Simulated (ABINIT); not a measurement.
# Si (P-1) in ABINIT: reference runs

Reference runs on Si: the cell as given.

Program: ABINIT 10.8.3 (patched build). These are calculated values, not measurements. Logs are shortened: lines on timing, memory, paths and dates and some standing lists are left out, and cuts for length are marked. The log counts tension as positive stress, the text compression.

**1. The structure**

The typed cell holds 2 atoms: a = 4.390 Å, b = 4.317 Å, c = 3.989 Å, α = 54.32°, β = 61.08°, γ = 48.94°.

**2. Single point, PBE**

Contents of run.abi:

```
# Pseudopotentials
pp_dirpath "./"
pseudos "Si.GGA_PBE-JTH.xml"

# Structure
structure "poscar:POSCAR"
natom 2
chkprim 0
chksymtnons 0
tolsym 1.0e-6

# Plane-wave basis
ecut 15.0
pawecutdg 30.0
pawxcdev 0

# k points
kptopt 1
ngkpt 8 9 8
nshiftk 1
shiftk 0.0 0.0 0.0

# Exchange and correlation
ixc 11

# Bands and occupations
nband 8
occopt 3
tsmear 0.00183747

# SCF cycle
nstep 100
tolvrs 1.0e-9

# Output
iomode 3
prtwf 0
prtden 0
prteig 0
prtebands 0
enunit 2
```

Contents of POSCAR:

```
Si
1.0
    0.1463142700      2.7349844700      3.4304596800
    2.8398850800      0.3440988000      3.2326751500
    2.9636132600      2.6609281200      0.2203706200
Si
2
Direct
    0.4722123000      0.5743990500      0.4764958900  Si
    0.7777877000      0.6756009500      0.7735041100  Si
```

Potentials or basis: JTH PAW PBE v2.0.

Started as:

```bash
$ abinit run.abi > log 2>&1
```

run.abo:

```text
.Version 10.8.3 of ABINIT
 Symmetries : space group P-1 (#  2); Bravais aP (primitive triclinic)
================================================================================
 Values of the parameters that define the memory need of the present run
     intxc =       0    ionmov =       0      iscf =      17    lmnmax =       8
     lnmax =       4     mgfft =      30  mpssoang =       2    mqgrid =    3001
     natom =       2  nloc_mem =       2    nspden =       1   nspinor =       1
    nsppol =       1      nsym =       2    n1xccc =       1    ntypat =       1
    occopt =       3   xclevel =       2
       mpw =         871          nfft =       27000          nkpt =         290
 PAW method is used; the additional fine FFT grid is defined by:
   mgfftf=        45    nfftf =     81000
================================================================================
================================================================================

--------------------------------------------------------------------------------
------------- Echo of variables that govern the present computation ------------
--------------------------------------------------------------------------------
 -outvars: echo values of preprocessed input variables --------
            acell      1.0000000000E+00  1.0000000000E+00  1.0000000000E+00 Bohr
              amu      2.80855000E+01
          chkprim           0
      chksymtnons           0
             ecut      1.50000000E+01 Hartree
           enunit           2
                       outvar_i_n : Printing only first  50 k-points.
              ixc          11
                       outvar_i_n : Printing only first  50 k-points.
         kptrlatt        8    0    0      0    9    0      0    0    8
          kptrlen      5.82551096E+01
            natom           2
            nband           8
            ngfft          30      30      30
          ngfftdg          45      45      40
             nkpt         290
            nstep         100
             nsym           2
           ntypat           1
                       prtocc : prtvol=0, do not print more k-points.
           occopt           3
        pawecutdg      3.00000000E+01 Hartree
         pawxcdev           0
           prtden           0
        prtebands           0
           prteig           0
            prtwf           0
            rprim      2.7649389861E-01  5.1683716069E+00  6.4826292812E+00
                       5.3666050303E+00  6.5025249225E-01  6.1088706875E+00
                       5.6004174045E+00  5.0284253875E+00  4.1644011800E-01
          spgroup           2
           tolsym      1.00000000E-06
           tolvrs      1.00000000E-09
           tsmear      1.83747000E-03 Hartree
            typat      1  1
           useylm           1
                       outvars : Printing only first  50 k-points.
           xangst      3.1124682280E+00  2.7570646436E+00  3.5817564854E+00
                       4.3247975345E+00  4.4179495939E+00  5.0226253271E+00
            xcart      5.8817125264E+00  5.2100970879E+00  6.7685388071E+00
                       8.1726828903E+00  8.3487147705E+00  9.4913863013E+00
             xred      4.7221230000E-01  5.7439905000E-01  4.7649589000E-01
[... 133 lines left out ...]
 frms,max,avg= 1.2997259E-02 1.4923706E-02   0.000E+00  0.000E+00  0.000E+00 h/b

 cartesian forces (eV/Angstrom) at end:
    1     -0.43033023716366     0.76740781779807    -0.75230315520627
    2      0.43033023716366    -0.76740781779807     0.75230315520627
 frms,max,avg= 6.6834595E-01 7.6740782E-01   0.000E+00  0.000E+00  0.000E+00 e/A
 length scales=  1.000000000000  1.000000000000  1.000000000000 bohr
              =  0.529177210544  0.529177210544  0.529177210544 angstroms
 Fermi (or HOMO) energy (hartree) =   0.16530   Average Vxc (hartree)=  -0.33481
 Eigenvalues (hartree) for nkpt= 290  k points:
 kpt#   1, nband=  8, wtk=  0.00174, kpt=  0.0000  0.0000  0.0000 (reduced coord)
  -0.25515    0.11162    0.12643    0.16090    0.23768    0.23958    0.26800    0.28499
      occupation numbers for kpt#   1
   2.00000    2.00000    2.00000    1.83346    0.00000    0.00000    0.00000    0.00000
 prteigrs : prtvol=0 or 1, do not print more k-points.

 Fermi (or HOMO) energy (eV) =   4.49815   Average Vxc (eV)=  -9.11059
 Eigenvalues (   eV  ) for nkpt= 290  k points:
 kpt#   1, nband=  8, wtk=  0.00174, kpt=  0.0000  0.0000  0.0000 (reduced coord)
  -6.94296    3.03733    3.44028    4.37821    6.46755    6.51927    7.29270    7.75499
 prteigrs : prtvol=0 or 1, do not print more k-points.

--- !EnergyTerms
iteration_state     : {dtset: 1, }
comment             : Components of total free energy in Hartree
kinetic             :  2.80222861465689E+00
hartree             :  5.08644296238793E-01
xc                  : -4.67850885079755E+00
Ewald energy        : -8.13550480390767E+00
psp_core            :  2.45687377496118E-01
local_psp           : -2.33924875977688E+00
PAW spherical_terms :  3.66244886421020E+00
internal            : -7.93425326188011E+00
'-kT*entropy'       : -3.05743353045712E-04
total_energy        : -7.93455900523315E+00
total_energy_eV     : -2.15910349782926E+02
...

--- !EnergyTermsDC
iteration_state     : {dtset: 1, }
comment             : '"Double-counting" decomposition of free energy'
band_energy         : -1.34978956674387E-01
Ewald energy        : -8.13550480390767E+00
psp_core            :  2.45687377496118E-01
xc_dc               : -1.91223224571812E+00
PAW spherical_terms :  2.00277481524575E+00
internal            : -7.93425381355830E+00
'-kT*entropy'       : -3.05743353045712E-04
total_energy_dc     : -7.93455955691135E+00
total_energy_dc_eV  : -2.15910364794855E+02
...

--- !EnergyTermsWithPAWCore
iteration_state     : {dtset: 1, }
comment             : 'Components of total free energy, including PAW core contributions'
Total energy        : -5.80032882205380E+02
Total energy DC     : -5.80032882757058E+02
Total energy (eV)   : -1.57834987930602E+04
Total energy DC (eV): -1.57834988080721E+04
...

 Cartesian components of stress tensor (hartree/bohr^3)
  sigma(1 1)=  2.40353184E-04  sigma(3 2)=  1.40629939E-04
  sigma(2 2)=  1.55982260E-04  sigma(3 1)=  1.45730018E-04
  sigma(3 3)=  4.63779565E-04  sigma(2 1)=  1.92025245E-05

-Cartesian components of stress tensor (GPa)         [Pressure= -8.4352E+00 GPa]
- sigma(1 1)=  7.07143482E+00  sigma(3 2)=  4.13747565E+00
- sigma(2 2)=  4.58915653E+00  sigma(3 1)=  4.28752516E+00
- sigma(3 3)=  1.36448659E+01  sigma(2 1)=  5.64957774E-01

== END DATASET(S) ==============================================================
================================================================================

 -outvars: echo values of variables after computation  --------
            acell      1.0000000000E+00  1.0000000000E+00  1.0000000000E+00 Bohr
           etotal     -7.9345595569E+00
            fcart     -8.3685907236E-03  1.4923706007E-02 -1.4629967086E-02
                       8.3685907236E-03 -1.4923706007E-02  1.4629967086E-02
            rprim      2.7649389861E-01  5.1683716069E+00  6.4826292812E+00
                       5.3666050303E+00  6.5025249225E-01  6.1088706875E+00
                       5.6004174045E+00  5.0284253875E+00  4.1644011800E-01
           strten      2.4035318419E-04  1.5598226009E-04  4.6377956478E-04
                       1.4062993881E-04  1.4573001805E-04  1.9202524450E-05
           xangst      3.1124682280E+00  2.7570646436E+00  3.5817564854E+00
                       4.3247975345E+00  4.4179495939E+00  5.0226253271E+00
             xred      4.7221230000E-01  5.7439905000E-01  4.7649589000E-01
                       7.7778770000E-01  6.7560095000E-01  7.7350411000E-01
 Calculation completed.
```

It took 60 s on 1 thread of Arm Neoverse V2, shared host; peak memory 0.15 GiB.

What came out:

| Item | Value |
| --- | --- |
| Free energy | -215.9104 eV |
| Pressure | -8.4 GPa |
| Largest force | 1.158 eV/Å |
| Band gap on the k mesh | none (metal or under the smearing width) |
| Valence electrons inside the program's atomic spheres | Si 1.44 (radii [1.0104] Å) |

Forces in eV/Å, atoms in the order of the input:
```
Si  -0.430  0.767 -0.752
Si   0.430 -0.767  0.752
```

Levels at points of the mesh, in eV from the Fermi level:
```csv
k point,band 1,band 2,band 3,band 4,band 5,band 6,band 7,band 8
"(0.00, 0.00, 0.00)",-11.44,-1.46,-1.06,-0.12,1.97,2.02,2.79,3.26
"(0.50, 0.00, 0.00)",-9.28,-7.00,-1.65,-0.27,0.31,2.02,5.49,6.46
"(0.00, 0.00, 0.50)",-8.97,-7.36,-2.84,-0.38,0.58,2.51,5.15,7.12
"(0.50, 0.00, 0.50)",-7.49,-6.62,-3.70,-3.20,-0.73,0.08,6.21,6.42
```

Caveat: forces of over 1 eV/Å show positions far from the minimum, so gaps and moduli don't describe the material at rest.
